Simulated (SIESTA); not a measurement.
# Short convergence ladders for a (111) slab of Li2O (cut from a parent of space group no. 225; 12 atoms in the cell)

```
CELL_PARAMETERS angstrom
      3.25050     0.00000     0.00000
      1.62525     2.81501     0.00000
      0.00000     0.00000    23.28900
ATOMIC_POSITIONS crystal
  Li 0.33333 0.33333 0.30057
  Li 0.00000 0.00000 0.35755
  Li 0.66667 0.66667 0.41453
  Li 0.33333 0.33333 0.47151
  Li 0.00000 0.00000 0.52849
  Li 0.66667 0.66667 0.58547
  Li 0.33333 0.33333 0.64245
  Li 0.00000 0.00000 0.69943
  O  0.66667 0.66667 0.32906
  O  0.00000 0.00000 0.44302
  O  0.33333 0.33333 0.55698
  O  0.66667 0.66667 0.67094
```

Base method: LDA PW92, numerical atomic orbitals DZP, PseudoDojo LDA standard norm-conserving potentials (rewritten from UPF to PSML) in SIESTA.

Base settings: XC.functional = LDA; XC.authors = PW92; potentials = PseudoDojo LDA standard; PAO.BasisSize = DZP; PAO.EnergyShift = 0.01 Ry; MeshCutoff = 350 Ry; kgrid.MonkhorstPack = 4 4 1; OccupationFunction = FD; ElectronicTemperature = 0.02 eV; PAO.Polarization.NonPerturbative = true.

Core times come from one kind of shared machine, to one figure; runs under 30 s give none.

**The vacuum**

The mesh stays at the base's, so the ladder's end is converged at best in this setting alone.

Only quantities that move along the ladder and can be compared are tabulated; forces are left out, as grid noise moves with the cell.

| vacuum between outermost atoms (Å) | free energy less the last step's (meV/atom) | gap on the mesh (eV) | core time / last (rough) |
|---|---|---|---|
| 3.0 | -16.24 | 2.869 | 0.6 |
| 5.0 | -3.70 | 2.343 | 1.0 |
| 7.0 | -0.11 | 2.765 | 0.4 |
| 10.0 | 0.00 | 3.159 | 0.7 |
| 14.0 | 0.00 | 3.159 | 0.6 |
| 30.0 | 0.00 | 3.160 | 1 |

Smallest vacuum between outermost atoms (Å) that holds the gap on the mesh within 0.02 eV of the last step, with all finer ones: 10.0; the step before is off by 0.39 eV.

Smallest vacuum between outermost atoms (Å) that holds the free energy within 5 meV/atom of the last step, with all finer ones: 5.0; the step before is off by 16 meV/atom.

**The k-point mesh**

Only quantities that move along the ladder and can be compared are tabulated.

```tsv
kgrid.MonkhorstPack	free energy less the last step's (meV/atom)	largest difference of a force vector from the last step's (eV/Å)	gap on the mesh (eV)	core time / last (rough)
2 2 1	82.72	0.139	3.057	0.4
4 4 1	0.30	0.004	3.159	0.4
5 5 1	0.06	0.002	3.164	0.4
7 7 1	0.01	0.000	3.165	0.5
10 10 1	0.00	0.000	3.165	0.4
22 22 1	0.00	0.000	3.166	1
```

Coarsest kgrid.MonkhorstPack that holds the free energy within 1 meV/atom of the last step, with all finer ones: 4 4 1, at about 0.4 of the last step's time; the step before is off by 83 meV/atom.

Coarsest kgrid.MonkhorstPack that holds the forces within 0.005 eV/Å of the last step, with all finer ones: 4 4 1, at about 0.4 of the last step's time; the step before is off by 0.14 eV/Å.

On the base run: the starting cell has typed, rounded lattice constants, without a prior relaxation at this level. The slab is cut from that crystal, and its faces are unrelaxed. Its lattice was rescaled by up to half a per cent. Spin polarisation is off, though cut faces can carry moments; a gap of a slab can lie between surface states. Values carry the incompleteness of an atom-centred basis.
